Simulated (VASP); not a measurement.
Wanted: the native input for a VASP 6.6.1 run.

```
Task                   : relaxation of cell and atoms
Functional             : PBEsol
Potentials or basis    : VASP PAW PBE potentials, release 64 (Cd, Se)
Cutoff                 : 600 eV
k mesh                 : 9 × 9 × 4
Occupations            : gaussian, width 0.03 eV
Spin                   : no spin polarisation
Further INCAR settings : ALGO = Normal; EDIFF = 1e-07; IBRION = 2; EDIFFG = -0.005; NSW = 90; ISIF = 3
```

The structure of CdSe (Cadmoselite) lies in POSCAR:

```
CdSe                                    
1.0
    4.3096852298      0.0000000000      0.0000000000
   -2.1548426149      3.7322968914     -0.0000000000
   -0.0000000000      0.0000000000      7.0351851862
  Cd              Se            
     2     2
Direct
     0.3333333332999970    0.6666666667000030    0.0046653506291072
     0.6666666667000030    0.3333333332999970    0.5046653506291072
     0.3333333332999970    0.6666666667000030    0.3803346493708908
     0.6666666667000030    0.3333333332999970    0.8803346493708908
```

The input as run:

INCAR

```
SYSTEM = CdSe
PREC = Accurate ; ENCUT = 600
EDIFF = 1E-7 ; ISMEAR = 0
SIGMA = 0.03 ; LREAL = .False.
LASPH = .True. ; NELM = 80
ALGO = Normal ; ISIF = 3
LWAVE = .False. ; LCHARG = .False.
GGA = PS ; IBRION = 2
NSW = 90 ; EDIFFG = -0.005
```

KPOINTS

```
Automatic mesh
0
Gamma
  9 9 4
  0 0 0
```

Potentials or basis: VASP PAW PBE potentials, release 64 (Cd, Se).

The run is started by

```console
$ cat potpaw_PBE.64/Cd/POTCAR potpaw_PBE.64/Se/POTCAR > POTCAR
$ mpirun -np 1 vasp_std > vasp.out
```

Results of the run:

| Quantity | Value |
| --- | --- |
| Pressure after relaxing | 0.0 GPa |
| Band gap on the k mesh | 0.53 eV, direct |

Caveat: the relaxation stopped at its first step, so nothing moved; the PAW data sets were made with another functional, which shifts forces and pressure a little.

Wall time 43 s on 1 thread of Intel(R) Xeon(R) 6975P-C (Granite Rapids) (shared host), peak memory 0.31 GiB.
